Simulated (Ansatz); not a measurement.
HfB2:

```
CELL_PARAMETERS angstrom
3.14000 0.00000 0.00000
-1.57000 2.71932 0.00000
0.00000 0.00000 3.48000
ATOMIC_POSITIONS crystal
Hf 0.00000 0.00000 0.00000
B 0.66667 0.33333 0.50000
B 0.33333 0.66667 0.50000
```

Base run:

- Program: Ansatz 0.2.0
- Functional: PBEsol
- Potentials or basis: Ansatz PAW
- Cutoff: 420 eV (not typed: the program's choice for these potentials)
- k mesh: 10 × 10 × 8
- Occupations: fermi-dirac, width 0.05 eV
- Spin: no spin polarisation
- Hubbard terms: Hf d U = 6 eV

Its results: band gap on the k mesh none (metal or under the smearing width); pressure 2.1 GPa.

Problem. After a change of settings the same cell gave: band gap on the k mesh none (metal or under the smearing width); pressure -0.3 GPa. Which change was it?
A. hubbard terms from Hf d U = 6 eV to none; hubbard projectors from ortho-atomic (the default) to none
B. hubbard terms from Hf d U = 6 eV to Hf d U = 4 eV
C. hubbard terms from Hf d U = 6 eV to Hf d U = 2 eV

Solution. B.

Caveats: U without spin polarisation on a metal has little footing; the PAW data sets come from PBE, with cores solved anew for the run's functional, which leaves a small shift of forces and pressure; the U is typed as a test and isn't derived for this compound.
